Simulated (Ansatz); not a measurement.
# Nb: equation of state, part 2 of 2

Aim: scale the cell of Nb up and down at fixed shape and fractional positions, and get the equilibrium volume and bulk modulus with LAPW, PAW and all-electron datasets made for the crystal.

Ansatz 0.2.0; DFT PBE; a cell built from a prototype (bcc type), not taken from measurement. «Crystal datasets» are all-electron PAW datasets made for this crystal. The steps go on from the part before.

**9. Volume × 1.04, LAPW**

input.yaml reads:

```yaml
crystal:
  lattice:
    - [-1.6766897759, 1.6766897759, 1.6766897759]
    - [1.6766897759, -1.6766897759, 1.6766897759]
    - [1.6766897759, 1.6766897759, -1.6766897759]
  atoms:
    - { symbol: Nb, position: [0.0, 0.0, 0.0] }
kpoints:
  mp_grid: { grid: [16, 16, 16] }
scf:
  occupations: { method: fermi_dirac, width: 0.08 }
hamiltonian:
  xc: pbe
  pseudopotentials: { kind: all_electron, lapw: { basis_error: 0.001 } }
output:
  forces: true
  stress: true
  eigenvalues: true
```

The run is started by

```bash
$ ansatz run input.yaml --threads 1 --pin off --max-ram 2048MiB --backend cpu --events-out ev --progress --plain --runs-dir out
```

The program printed (excerpt; [...] marks lines left out):

```text
LAPW: plane waves up to 7.485 Å⁻¹, error target 1.0e-3 eV per atom; small_component_spin mean_spin; Nb in spheres of 1.452 Å, 29 of its electrons in bands, Dirac shells []
[...]
Pseudopotentials: kind: all_electron
Pseudopotential: Nb, LAPW, valence charge 29, Koelling and Harmon's equation, gaussian nucleus
Functional definition: PBE
[...]
Crystal: 1 atoms, lattice volume = 18.855 Å³
Basis set: ecut = 213.48230007296175 eV, 135 PW (Γ), exchange–correlation at level 2
Bands: 19, of which v1, the nominal top of the filled ones, is band 15 counted from 1 (14 counted from 0)
Symmetry: 48 space group operations
Space group: Im-3m (ITA 229), of the structure as read, at distance tolerance 2.7e-5 Å
k-points: 145 of 4096
[...]
SCF iter   1: F=—  HF=-103946.194583 eV  |F-HF|=—  |Δ(HF+E_count)|=         —  Δρ=4.15e-2  dr2=2.35e-1  ethr=8.08e-4  ⟨swp⟩=2.5  Hψ=16939  notcnv=0
[...]
the basis was enlarged: its passes take 161.1 KiB over the memory plan, 1 of 1 planned eigensolver slots
[...]
SCF iter   7: F=-103945.720550 eV  HF=-103945.720550 eV  |F-HF|=1.19e-8  |Δ(HF+E_count)|=   9.44e-7  Δρ=2.17e-5  dr2=3.73e-8  ethr=2.19e-8  ⟨swp⟩=2.0  Hψ=7946  notcnv=0
[...]
SCF converged after 7 iterations
Free energy (F): -103945.720550 eV
[...]
E sigma→0 (E₀):  -103945.704093 eV
Entropy (-TS):   -0.032913 eV (-32.913 meV/atom)
Fermi energy:    18.926951 eV
[...]
--- Forces (eV/Å), atoms counted from 1 ---
  atom   1  Nb    -0.00000000    -0.00000000     0.00000000
[...]
--- Stress (GPa, compression-positive) ---
       -6.189951      -0.000000      -0.000000
       -0.000000      -6.189951       0.000000
       -0.000000       0.000000      -6.189951
  P = ⅓ Tr σ = -6.1900 GPa (-61.900 kbar)
--- Band table (eV; the first three rows and the last of 145) ---
[... band rows left out ...]
[...]
```

Run time: 7.8 s. Hardware: 1 thread, shared host.

This run gives: pressure -6.19 GPa; no gap.

**10. Volume × 1.04, PAW**

Changes to input.yaml since step 9:

```diff
@@ -13,3 +13,3 @@
   xc: pbe
-  pseudopotentials: { kind: all_electron, lapw: { basis_error: 0.001 } }
+  pseudopotentials: { kind: paw }
 output:
@@ -18 +18,2 @@
   eigenvalues: true
+  efg: { contact_densities: true }
```

The run is started by

```bash
$ ansatz run input.yaml --threads 1 --pin off --max-ram 2048MiB --backend cpu --events-out ev --progress --plain --runs-dir out
```

The program printed (excerpt; [...] marks lines left out):

```text
Nb: output.efg is read without spin–orbit coupling, which moves field gradients at and beside such atoms by some per cent and up to a factor of two; PAW files take it under magnetization.noncollinear and magnetization.spin_orbit
[...]
[... 3 set-up lines as earlier in the session ...]
[...]
Crystal: 1 atoms, lattice volume = 18.855 Å³
Basis set: ecut = 420 eV, 369 PW (Γ), exchange–correlation on 40×40×40 points (8 copies of the dense FFT grid, shifted against one another)
Bands: 11, of which v1, the nominal top of the filled ones, is band 7 counted from 1 (6 counted from 0)
[... 2 set-up lines as earlier in the session ...]
k-points: 145 of 4096
[...]
SCF converged after 6 iterations
Free energy (F): -4552.285744 eV
[...]
E sigma→0 (E₀):  -4552.269285 eV
Entropy (-TS):   -0.032918 eV (-32.918 meV/atom)
Fermi energy:    16.871398 eV
[...]
--- Forces (eV/Å), atoms counted from 1 ---
  atom   1  Nb    -0.00000000    -0.00000000     0.00000000
[...]
--- Stress (GPa, compression-positive) ---
       -6.184143       0.000000       0.000000
       -0.000000      -6.184143      -0.000000
        0.000000       0.000000      -6.184143
  P = ⅓ Tr σ = -6.1841 GPa (-61.841 kbar)
--- PAW observables at the nuclei: V_zz in 10²¹ V/m², potentials from the cell's mean, atoms counted from 1 ---
  atom   1  Nb V_zz =    +0.000000   η = 0.0000   by run symmetry: forbidden
            electrostatic potential = -6143.824375 V   contact ρ = 540924.298966 e/Å³
--- Band table (eV; the first three rows and the last of 145) ---
  k-point 0: bands = ["-37.5417", "-12.9446", "-12.9446", "-12.9446", "11.0307", "17.2315", "17.2315", "17.2315", "19.9916", "19.9916", "30.8650"]
[...]
```

It took 2 s on 1 thread, shared host.

Read from it: pressure -6.18 GPa; no gap.

**11. Volume × 1.04, crystal datasets**

Changes to input.yaml since step 10:

```diff
@@ -13,3 +13,3 @@
   xc: pbe
-  pseudopotentials: { kind: paw }
+  pseudopotentials: { kind: all_electron, datasets: crystal }
 output:
```

The run is started by

```bash
$ ansatz run input.yaml --threads 1 --pin off --max-ram 2048MiB --backend cpu --events-out ev --progress --plain --runs-dir out
```

The program printed (excerpt; [...] marks lines left out):

```text
[...]
Nb: output.efg is read without spin–orbit coupling, which moves field gradients at and beside such atoms by some per cent and up to a factor of two; PAW files take it under magnetization.noncollinear and magnetization.spin_orbit
[...]
[... 1 set-up line as earlier in the session ...]
Pseudopotential: Nb, paw, valence charge 13, recommended cutoff 240 eV (normal), Koelling and Harmon's equation, gaussian nucleus
[... 1 set-up line as earlier in the session ...]
[...]
Crystal: 1 atoms, lattice volume = 18.855 Å³
Basis set: ecut = 240 eV, 141 PW (Γ), exchange–correlation on 30×30×30 points (8 copies of the dense FFT grid, shifted against one another)
Bands: 11, of which v1, the nominal top of the filled ones, is band 7 counted from 1 (6 counted from 0)
[... 2 set-up lines as earlier in the session ...]
k-points: 145 of 4096
[...]
In the spheres:  the bands' charges fall short by 5.6e-7 e at most (sound up to 1e-3)
Fermi energy:    18.927039 eV
[...]
  The terms above E_closure are by the made datasets' own strengths, without shells solved beside the bands.
--- Forces (eV/Å), atoms counted from 1 ---
  atom   1  Nb    -0.00000000     0.00000000     0.00000000
[...]
--- Stress (GPa, compression-positive) ---
       -6.185482       0.000000       0.000000
        0.000000      -6.185482       0.000000
        0.000000      -0.000000      -6.185482
  P = ⅓ Tr σ = -6.1855 GPa (-61.855 kbar)
--- PAW observables at the nuclei: V_zz in 10²¹ V/m², potentials from the cell's mean, atoms counted from 1 ---
  atom   1  Nb V_zz =    +0.000000   η = 0.0000   by run symmetry: forbidden
            electrostatic potential = -6143.913838 V   contact ρ = 540984.338522 e/Å³
--- Band table (eV; the first three rows and the last of 145) ---
  k-point 0: bands = ["-35.4853", "-10.8875", "-10.8875", "-10.8875", "13.0868", "19.2884", "19.2884", "19.2884", "22.0492"]
[...]
```

Wall time 4.1 s (1 thread, shared host).

Read from it: pressure -6.19 GPa; no gap.

**12. All volumes together**

The rows at scale 1 come from earlier runs of the unscaled cell with the same settings.

| method | volume (Å³/atom) | F above the lowest (meV/atom) | pressure (GPa) |
| --- | --- | --- | --- |
| LAPW | 17.404 | 16.4 | 7.50 |
| LAPW | 17.767 | 4.0 | 3.56 |
| LAPW | 18.129 | 0.0 | -0.01 |
| LAPW | 18.492 | 3.7 | -3.25 |
| LAPW | 18.855 | 14.5 | -6.19 |
| PAW | 17.404 | 16.4 | 7.51 |
| PAW | 17.767 | 4.0 | 3.57 |
| PAW | 18.129 | 0.0 | 0.00 |
| PAW | 18.492 | 3.7 | -3.24 |
| PAW | 18.855 | 14.5 | -6.18 |
| crystal datasets | 17.404 | – | 7.51 |
| crystal datasets | 18.129 | – | 0.00 |
| crystal datasets | 18.855 | – | -6.19 |

**13. Summary of results**

The summary covers parts 1 to 2.

```
                      quantity           value
     equilibrium volume (LAPW)  18.129 Å³/atom
           bulk modulus (LAPW)         170 GPa
its pressure derivative (LAPW)             3.9
      equilibrium volume (PAW)  18.129 Å³/atom
            bulk modulus (PAW)         170 GPa
 its pressure derivative (PAW)             3.9
```

In words: By LAPW, the pressure vanishes at 18.13 Å³/atom (less than 0.1 % from the starting cell) and the bulk modulus there is 170 GPa (Birch-Murnaghan, third order). Against the measured bulk modulus of Nb, 169 GPa (quoted in “Pressure effects on the electronic structure and superconductivity of (TaNb)0.67(HfZrTi)0.33 high entropy alloy”, 2019, arxiv:1910.08312), the calculated 170 GPa is off by +0.6 %. The calculation is for a static lattice at 0 K; heat and zero-point motion mostly soften a crystal. PAW's volume lies less than 0.01 % and its modulus less than 0.1 % from LAPW's. No thermal or zero-point expansion is included.
